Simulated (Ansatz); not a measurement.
The system is Re.

```
Re
1.0
     2.76639    0.00000    0.00000
    -1.38319    2.39576    0.00000
     0.00000    0.00000    8.93885
Re
4
Direct
  0.66667 0.33333 0.75000
  0.00000 0.00000 0.50000
  0.33333 0.66667 0.25000
  0.00000 0.00000 0.00000
```

| Item | Value |
| --- | --- |
| Program | Ansatz 0.2.0 |
| Task | relaxation of cell and atoms |
| Functional | PBEsol |
| Potentials or basis | Ansatz PAW |
| Cutoff | 420 eV (not typed: the program's choice for these potentials) |
| k mesh | 11 × 11 × 3 |
| Occupations | fermi-dirac, width 0.05 eV |
| Spin | no spin polarisation |

At the start: volume 14.81 Å³/atom.

Problem. How do energy, volume and symmetry change on relaxing?

Solution. It ends after 4 steps and the volume is 14.55 Å³/atom (-1.8 %); space group P6_3/mmc (No. 194, to 0.05 Å).

The path:
```
step  energy change (eV)  largest force (eV/Å)  volume (Å³)
   1              0.0000                0.0000        59.24
   2             -0.0235                0.0000        58.27
   3             -0.0237                0.0000        58.18
   4             -0.0228                0.0000        58.18
```

Final structure:
```xyz
4
Lattice="2.7493 0.0000 0.0000 -1.3747 2.3810 0.0000 0.0000 0.0000 8.8882" Properties=species:S:1:pos:R:3 pbc="T T T"
Re    1.3747    0.7937    6.6661
Re    0.0000    0.0000    4.4441
Re    0.0000    1.5873    2.2220
Re    0.0000    0.0000    0.0000
```

Caveat: the plane-wave basis is chosen anew once the cell has moved, so the energies of steps on either side of that aren't comparable; the PAW data sets come from PBE, with cores solved anew for the run's functional, which leaves a small shift of forces and pressure.
